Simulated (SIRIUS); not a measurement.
# BAs under changes of volume

One of the cells (13.899 Å³/atom); the others are scaled copies at fixed shape and fractional positions:

```
CELL_PARAMETERS angstrom
0.00000 2.40432 2.40432
2.40432 0.00000 2.40432
2.40432 2.40432 0.00000
ATOMIC_POSITIONS crystal
As 0.75000 0.75000 0.75000
B 0.00000 0.00000 0.00000
```

| Item | Value |
| --- | --- |
| Program | SIRIUS 7.12.0 |
| Functional | PBEsol |
| Potentials or basis | all-electron FP-LAPW |
| Cutoff | 228 eV |
| Basis | apw+lo standard |
| k mesh | 10 × 10 × 10 |
| Occupations | fermi-dirac, width 0.05 eV |
| Spin | no spin polarisation |

```csv
volume (Å³/atom),energy over the lowest point (meV/atom),gap on the mesh (eV)
12.809,18.09,1.02
13.081,6.26,1.04
13.354,0.00,1.07
13.899,2.65,1.10
14.171,10.52,1.12
14.444,?,?
```

Task: What does the run at 14.444 Å³/atom give?

Result: Energy over the lowest point 22.20 meV/atom; gap on the mesh 1.14 eV.

Worked out: A Birch-Murnaghan fit of order 3 (a polynomial in V^(-2/3)) to the other rows has its minimum at 13.55 Å³/atom with B0 = V·E''(V) = 141 GPa and B' = 3.8. It gives 22.32 meV/atom at 14.444 Å³/atom, against the run's 22.20. A straight line through the other rows of the gap, of slope 0.98 eV per unit of ln V, extrapolates to 1.14 eV, against the run's 1.14.

Energies are extrapolated to zero smearing.

A mesh can miss the band edges. Spin-orbit coupling on As is left out.
